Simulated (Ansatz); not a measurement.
The geometry is COD entry 9008579, unchecked; take it as a test cell. The listed cell was then made from it by scaling, straining or moving an atom.

Se: DFT, PBE, all-electron LAPW, scalar-relativistic (Ansatz 0.2.0). What sets it apart from a plain run of this crystal: equal xy, yz and zx engineering shear strains of +1 %.

Command: `ansatz run input.yaml --threads 1 --pin off --max-ram 4096MiB --backend cpu --events-out ev --progress --plain --runs-dir out` The run took 3.1 min on 1 thread of Intel(R) Xeon(R) 6975P-C (Granite Rapids), on a shared host, peak memory 1.2 GiB.

```yaml
crystal:
  lattice:
    - [4.3551696776, 0.0217758484, 0.0217758484]
    - [-2.1587264009, 3.7607996544, 0.0079705137]
    - [0.02474725, 0.02474725, 4.94945]
  atoms:
    - { symbol: Se, position: [0.217, 0.0, 0.1666666667] }
    - { symbol: Se, position: [0.0, 0.217, 0.8333333333] }
    - { symbol: Se, position: [0.783, 0.783, 0.5] }
kpoints:
  mp_grid: { grid: [8, 8, 6] }
  band_path:
    path:
      - [0.0, 0.0, 0.0]
      - [0.0, -0.5, 0.0]
      - [0.0, 0.0, 0.5]
      - [0.0, 0.0, 0.0]
      - [-0.5, 0.0, 0.0]
      - [-0.5, 0.5, -0.5]
      - [0.0, 0.0, 0.0]
      - [-0.5, 0.0, -0.5]
      - [-0.5, 0.5, 0.0]
    npoints: 5
scf:
  occupations: { method: fermi_dirac, width: 0.03 }
hamiltonian:
  xc: pbe
  pseudopotentials: { kind: all_electron, lapw: { basis_error: 0.0005 } }
output:
  forces: true
  stress: true
  eigenvalues: true
```

Output (standing set-up lines are left out):

```
LAPW: plane waves up to 9.961 Å⁻¹, error target 5.0e-4 eV per atom; small_component_spin mean_spin; Se in spheres of 1.157 Å, 24 of its electrons in bands, Dirac shells []
Crystal: 3 atoms, lattice volume = 81.295 Å³
Basis set: ecut = 378.0433804382069 eV, 1337 PW (Γ), exchange–correlation at level 2
Symmetry: 1 space group operations
Space group: P1 (ITA 1), of the structure as read, at distance tolerance 4.3e-5 Å
k-points: 196 of 384 (time reversal used)
iter 1 solved again at ethr=3.75e-4 eV; its pass at ethr=1.00e-1 eV (dr2=2.70e-1 eV) is discarded
SCF iter   1: F=—  HF=-198376.937838 eV  |F-HF|=—  |Δ(HF+E_count)|=         —  Δρ=2.18e-2  dr2=2.70e-1  ethr=3.75e-4  ⟨swp⟩=2.6  Hψ=53785  notcnv=0
preconditioner: auto → Resta (q_TF=auto, 2.674 Å⁻¹)  ε∞=3.0  [insulator: Δε(μ)=1.204 eV  Ē_g=12.455 eV  σ=0.030 eV  W_gap=1.00  n_scr=22 (ndim 8)  ℏωp=17.5 eV  f_vac=0.187  D(μ)=0.00/eV (n_scr^D=0)  ε∞_Penn≈3.0]
SCF iter   2: F=—  HF=-198376.879020 eV  |F-HF|=—  |Δ(HF+E_count)|=   5.88e-2  Δρ=1.22e-2  dr2=9.19e-2  ethr=3.74e-4  ⟨swp⟩=2.0  Hψ=24892  notcnv=0
iter 3 solved again at ethr=4.01e-6 eV; its pass at ethr=1.28e-4 eV (dr2=2.88e-3 eV) is discarded
SCF iter   3: F=—  HF=-198376.867109 eV  |F-HF|=—  |Δ(HF+E_count)|=   1.19e-2  Δρ=1.88e-3  dr2=2.87e-3  ethr=4.01e-6  ⟨swp⟩=2.0  Hψ=42336  notcnv=0
SCF iter   4: F=—  HF=-198376.871023 eV  |F-HF|=—  |Δ(HF+E_count)|=         —  Δρ=5.18e-4  dr2=3.10e-4  ethr=3.98e-6  ⟨swp⟩=2.1  Hψ=23539  notcnv=0
the basis was enlarged: its passes take 744.1 KiB over the memory plan, 1 of 1 planned eigensolver slots
SCF iter   5: F=—  HF=-198376.871006 eV  |F-HF|=—  |Δ(HF+E_count)|=   1.74e-5  Δρ=1.99e-4  dr2=4.02e-5  ethr=4.30e-7  ⟨swp⟩=3.0  Hψ=25122  notcnv=0
SCF iter   6: F=—  HF=-198376.871055 eV  |F-HF|=—  |Δ(HF+E_count)|=   4.88e-5  Δρ=7.44e-5  dr2=6.23e-6  ethr=5.59e-8  ⟨swp⟩=3.0  Hψ=24718  notcnv=0
SCF iter   7: F=—  HF=-198376.871058 eV  |F-HF|=—  |Δ(HF+E_count)|=   3.31e-6  Δρ=4.28e-5  dr2=1.82e-6  ethr=8.65e-9  ⟨swp⟩=3.0  Hψ=24488  notcnv=0
SCF iter   8: F=—  HF=-198376.871063 eV  |F-HF|=—  |Δ(HF+E_count)|=   4.91e-6  Δρ=1.27e-5  dr2=2.27e-7  ethr=2.53e-9  ⟨swp⟩=3.0  Hψ=25070  notcnv=0
SCF iter   9: F=-198376.871063 eV  HF=-198376.871063 eV  |F-HF|=7.86e-9  |Δ(HF+E_count)|=   1.91e-7  Δρ=4.41e-6  dr2=2.07e-8  ethr=3.15e-10  ⟨swp⟩=3.0  Hψ=24700  notcnv=0
SCF 1 converged in 9 iterations: F = -198376.871063 eV  dr2 = 2.07e-8
NSCF: frozen V_eff on 41 k-points
SCF converged after 9 iterations
Free energy (F): -198376.871063 eV
Harris-Foulkes:  -198376.871063 eV  (|F-HF|=7.86e-9)
Internal energy: -198376.871063 eV  (E = F + TS)
E sigma→0 (E₀):  -198376.871063 eV
Fermi energy:    8.083777 eV
--- Per-component energies (eV) ---
  E_band       = -4930.847039
  E_kinetic    = 203086.280733
  E_xc         = -7186.344350
  E_electrostatic = -394276.807446  (all electrons and nuclei)
  E_smearing   = -0.000000  (= −TS)
  E_closure    = 0.000000  (closes the sum)
  E_atoms      = -198366.516022  (free atoms, spherical and without spin; not in F)
  Σ components = -198376.871063   (vs F -198376.871063, Δ=0.00e0)
  Basis errors (estimates in eV, not in F): energy 2.8e-4 per atom: plane waves 2.6e-4 (1.5e-4 summed), levels above the bands 1.9e-122, relativity 5.1e-8, radial functions 1.7e-5, core shells 1.8e-10; eigenvalues (radial functions only) 2.2e-7; not estimated: angular momenta, meshes, grids; target (lapw.basis_error) 5.0e-4; muffin-tin radii Se 1.157 Å
--- Forces (eV/Å), atoms counted from 1 ---
  atom   1  Se     1.19837991     0.02496104    -0.09202233
  atom   2  Se    -0.57746043     0.92233490    -0.08265437
  atom   3  Se    -0.62091076    -0.94729998     0.17467784
  max |Σ_I F_I| component: 8.71e-6 eV/Å
--- Stress (GPa, compression-positive) ---
        4.857443       0.120194      -0.314314
        0.120194       4.361600      -0.551284
       -0.314314      -0.551284       7.358180
  P = ⅓ Tr σ = 5.5257 GPa (55.257 kbar)
--- Band table (eV; the first three rows and the last of 196) ---
  k-point 0: bands = ["-200.9234", "-200.9126", "-200.9050", "-140.5023", "-140.4915", "-140.4844", "-140.4359", "-140.4258", "-140.4191", "-140.2319", "-140.2199", "-140.2103", "-40.7730", "-40.7626", "-40.7239", "-40.7122", "-40.7059", "-40.6542", "-40.5650", "-40.5525", "-40.5438", "-40.5130", "-40.5019", "-40.4931", "-40.4873", "-40.4568", "-40.4467", "-8.6152", "-4.3355", "-4.2864", "3.5177", "3.5324", "3.7465", "5.3327", "5.3489", "7.1164", "9.5169", "9.6596", "9.9758", "13.5408", "13.9325", "13.9456", "15.9041", "16.2773"]
  k-point 1: bands = ["-200.9234", "-200.9126", "-200.9050", "-140.5023", "-140.4915", "-140.4844", "-140.4359", "-140.4258", "-140.4191", "-140.2319", "-140.2199", "-140.2103", "-40.7798", "-40.7539", "-40.7247", "-40.7142", "-40.7017", "-40.6581", "-40.5650", "-40.5527", "-40.5433", "-40.5132", "-40.5019", "-40.4931", "-40.4854", "-40.4586", "-40.4461", "-8.4794", "-5.4769", "-3.1586", "3.0920", "3.7675", "3.8174", "5.4330", "5.5736", "6.8937", "9.2933", "9.4157", "9.7225", "14.1674", "14.2225", "14.4932", "15.0540", "15.6591"]
  k-point 2: bands = ["-200.9234", "-200.9126", "-200.9050", "-140.5024", "-140.4915", "-140.4845", "-140.4358", "-140.4258", "-140.4191", "-140.2319", "-140.2199", "-140.2103", "-40.7865", "-40.7426", "-40.7270", "-40.7166", "-40.6929", "-40.6682", "-40.5652", "-40.5530", "-40.5425", "-40.5135", "-40.5018", "-40.4931", "-40.4810", "-40.4626", "-40.4452", "-8.0769", "-6.5373", "-2.2187", "2.5695", "3.9369", "3.9640", "5.6664", "6.0383", "6.4048", "8.9535", "9.0235", "9.2752", "13.9683", "14.6733", "15.3231", "15.5777", "15.7841"]
  k-point 195: bands = ["-200.9234", "-200.9126", "-200.9050", "-140.5024", "-140.4914", "-140.4845", "-140.4358", "-140.4258", "-140.4191", "-140.2319", "-140.2199", "-140.2103", "-40.7889", "-40.7363", "-40.7290", "-40.7176", "-40.6821", "-40.6801", "-40.5653", "-40.5532", "-40.5420", "-40.5138", "-40.5018", "-40.4930", "-40.4788", "-40.4661", "-40.4437", "-7.1567", "-6.9961", "-2.8641", "1.4174", "2.9137", "3.1472", "5.6472", "6.0895", "7.5201", "9.0892", "10.3422", "10.7160", "13.7563", "15.4280", "16.5333", "16.8192", "18.4925"]
```
